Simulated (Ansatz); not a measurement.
```cif
data_TeZn
_chemical_formula_sum 'Te1 Zn1'
_space_group_name_H-M_alt 'P 1'
_space_group_IT_number 1
_cell_length_a 4.29035
_cell_length_b 4.29035
_cell_length_c 4.29035
_cell_angle_alpha 60.000
_cell_angle_beta 60.000
_cell_angle_gamma 60.000
loop_
_space_group_symop_operation_xyz
  'x, y, z'
loop_
_atom_site_label
_atom_site_type_symbol
_atom_site_fract_x
_atom_site_fract_y
_atom_site_fract_z
_atom_site_occupancy
Te1 Te 0.25000 0.25000 0.25000 1
Zn1 Zn 0.00000 0.00000 0.00000 1
```

Dynamical quadrupoles are not included in the interpolation of the phonons between the solved wave vectors. Spin-orbit coupling is not included. Unless called populations, κ holds the coherence term between modes besides the Boltzmann populations.

Q: Estimate the lattice thermal conductivity at 150 K from the phonon Boltzmann equation with three-phonon and isotope scattering, Ansatz (a quantum-chemistry and plane-wave program), PBEsol functional, plane-wave PAW (third-order constants from a 54-atom supercell out to 5.5 Å, harmonic mesh 6×6×6, k mesh 6×6×6, scattering mesh 15×15×15).

A: κ = 92 W/(m K). Supercell, cutoff and meshes were set by a common rule and not converged for this crystal in particular.

The PAW data sets were generated under PBE and serve the other functionals too.
